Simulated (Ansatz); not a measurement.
# BN: the cost of one run

Program: Ansatz 0.2.0. Level of theory: DFT r2SCAN, scalar-relativistic, plane waves, PAW. These are calculated values, not measurements.

5 further runs of the same task are left out: 2 that didn't finish, 3 set aside as unsound or not needed.

### 1 The starting structure

The structure is cubic, space group F-43m (No. 216). Conventional cell: a = 3.610 Å, b = 3.610 Å, c = 3.610 Å, α = 90.00°, β = 90.00°, γ = 90.00°. B (site symmetry -43m) is surrounded by 4 N at 1.56 Å. N (site symmetry -43m) has 4 B at 1.56 Å as nearest neighbours.

Structure file:

```cif
data_structure
_symmetry_space_group_name_H-M 'F-43m'
_symmetry_Int_Tables_number 216
_cell_length_a 3.6096
_cell_length_b 3.6096
_cell_length_c 3.6096
_cell_angle_alpha 90.000
_cell_angle_beta 90.000
_cell_angle_gamma 90.000
_cell_volume 47.03
loop_
_atom_site_label
_atom_site_type_symbol
_atom_site_symmetry_multiplicity
_atom_site_Wyckoff_symbol
_atom_site_fract_x
_atom_site_fract_y
_atom_site_fract_z
_atom_site_occupancy
B1 B 4 a 0.00000 0.00000 0.00000 1
N1 N 4 c 0.25000 0.25000 0.25000 1
```

It goes back to an entry of the Materials Project.

It is built from the cell relaxed beforehand with the same method (5.88 Å³/atom).

### 2 Zero of the scan

The input, input.yaml:

```yaml
crystal:
  lattice:
    - [1.8048137541, -1.8048137541, 0.0]
    - [1.8048137541, 0.0, -1.8048137541]
    - [7.2192550164, 7.2192550164, 7.2192550164]
  atoms:
    - { symbol: B, position: [1.0, 0.0, 0.5] }
    - { symbol: B, position: [0.3333333333, 0.3333333333, 0.3333333333] }
    - { symbol: B, position: [0.6666666667, 0.6666666667, 0.6666666667] }
    - { symbol: B, position: [1.0, 1.0, 0.0] }
    - { symbol: B, position: [0.3333333333, 0.3333333333, 0.8333333333] }
    - { symbol: B, position: [0.6666666667, 0.6666666667, 0.1666666667] }
    - { symbol: "N", position: [0.6666666667, 0.6666666667, 0.5416666667] }
    - { symbol: "N", position: [0.0, 0.0, 0.375] }
    - { symbol: "N", position: [0.3333333333, 0.3333333333, 0.7083333333] }
    - { symbol: "N", position: [0.6666666667, 0.6666666667, 0.0416666667] }
    - { symbol: "N", position: [0.0, 0.0, 0.875] }
    - { symbol: "N", position: [0.3333333333, 0.3333333333, 0.2083333333] }
basis:
  ecutwfc: 500
kpoints:
  mp_grid: { grid: [10, 10, 2] }
hamiltonian:
  xc: r2scan
scf:
  occupations: { method: gaussian, width: 0.05 }
output:
  forces: true
  stress: true
  eigenvalues: true
```

Started as:

```
$ ansatz run input.yaml --threads 2 --pin off --max-ram 5120MiB --backend cpu --events-out ev --progress --plain --runs-dir out
```

What time and memory should one allow on 2 threads of Arm Neoverse V2, shared host?

About 6.9 s, with a peak of 0.46 GiB.
